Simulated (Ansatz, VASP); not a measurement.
## Na: VASP beside Ansatz

```
Na
1.0
    -1.92533    1.92533    2.68900
     1.92533   -1.92533    2.68900
     1.92533    1.92533   -2.68900
Na
1
Direct
  0.00000 0.00000 0.00000
```

Change from the starting cell: volume scaled by 1.06.

Alike in both runs: task single point; functional PBE; k mesh 10 × 10 × 10; occupations fermi-dirac, width 0.05 eV; no spin polarisation.

|  | VASP | Ansatz |
| --- | --- | --- |
| version | VASP 6.6.1 | Ansatz 0.2.0 |
| potentials or method | VASP PAW PBE potentials, release 64 (Na_pv) | Ansatz PAW |
| plane-wave cutoff (eV) | 520 | 420 |
| valence electrons in the cell | 7 | 9 |

```csv
,VASP,Ansatz,Ansatz less VASP
gap on the k mesh at the Fermi level (eV),none,none,-
pressure (GPa),-0.5,-0.5,0.00
```

A gap of «none» marks a metal or a gap that the smearing closes. The two sets of potentials don't hold the same shells in valence.
